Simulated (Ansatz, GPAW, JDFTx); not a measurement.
# One calculation of MgO, 3 ways

```xyz
2
Lattice="0.0000 2.0970 2.0970 2.0970 0.0000 2.0970 2.0970 2.0970 0.0000" Properties=species:S:1:pos:R:3 pbc="T T T"
Mg    0.0000    0.0000    0.0000
O     2.0970    2.0970    2.0970
```

The cell is a database's computed one, not the measured one.

Alike in all runs: task single point; functional PBEsol; k mesh 11 × 11 × 11; occupations gaussian, width 0.02 eV; no spin polarisation; no spin-orbit coupling. Pressure is positive in compression and, in plane waves, holds the error of the finite cutoff.

```csv
program and potentials,plane-wave cutoff (eV),notes,pressure (GPa)
"JDFTx, PseudoDojo-SR-PBEsol-0.4.1-standard with smoothed tails",1143,-,2.25
"Ansatz, all-electron LAPW, scalar-relativistic",-,-,?
"GPAW, PAW data sets generated for this functional",800,-,3.13
```

Problem. Estimate from the other rows what the run with Ansatz, all-electron LAPW, scalar-relativistic gave.

Solution. Pressure 2.41 GPa. The other rows, which needn't bracket it: pressure 2.25 to 3.13.
